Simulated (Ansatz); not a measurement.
Ge:

```xyz
1
Lattice="1.3971 -2.6005 0.0000 1.3971 2.6005 0.0000 0.0000 0.0000 2.6982" Properties=species:S:1:pos:R:3 pbc="T T T"
Ge    1.3971    0.0000    0.0000
```

This isn't the form of Ge at room conditions, which is diamond.

- Program: Ansatz 0.2.0
- Task: relaxation of cell and atoms
- Functional: BLYP
- Dispersion: D3(BJ)
- Potentials or basis: Ansatz PAW
- Cutoff: 420 eV (not typed: the program's choice for these potentials)
- k mesh: 11 × 11 × 10
- Occupations: fermi-dirac, width 0.05 eV
- Spin: no spin polarisation

At the start: volume 19.61 Å³/atom.

Question: How do energy, volume and symmetry change on relaxing?

Answer: It ends after 6 steps and the volume is 19.32 Å³/atom (-1.5 %); space group P6/mmm (No. 191, to 0.05 Å).

Step by step:
| step | energy change (eV) | largest force (eV/Å) | volume (Å³) |
| --- | --- | --- | --- |
| 1 | 0.0000 | 0.0000 | 19.61 |
| 2 | -0.0056 | 0.0000 | 19.14 |
| 3 | -0.0064 | 0.0000 | 19.30 |
| 4 | -0.0066 | 0.0000 | 19.33 |
| 5 | -0.0067 | 0.0000 | 19.32 |
| 6 | -0.0066 | 0.0000 | 19.32 |

Final structure:
```cif
data_structure
_symmetry_space_group_name_H-M 'P 1'
_symmetry_Int_Tables_number 1
_cell_length_a 2.8736
_cell_length_b 2.8736
_cell_length_c 2.7121
_cell_angle_alpha 90.000
_cell_angle_beta 90.000
_cell_angle_gamma 120.371
_cell_volume 19.32
loop_
_atom_site_label
_atom_site_type_symbol
_atom_site_fract_x
_atom_site_fract_y
_atom_site_fract_z
_atom_site_occupancy
Ge1 Ge 0.50000 0.50000 0.00000 1
```

Caveat: the plane-wave basis is chosen anew once the cell has moved, so the energies of steps on either side of that aren't comparable; pairwise dispersion overbinds metals, which lowers pressure and volume; the PAW data sets come from PBE, with cores solved anew for the run's functional, which leaves a small shift of forces and pressure.
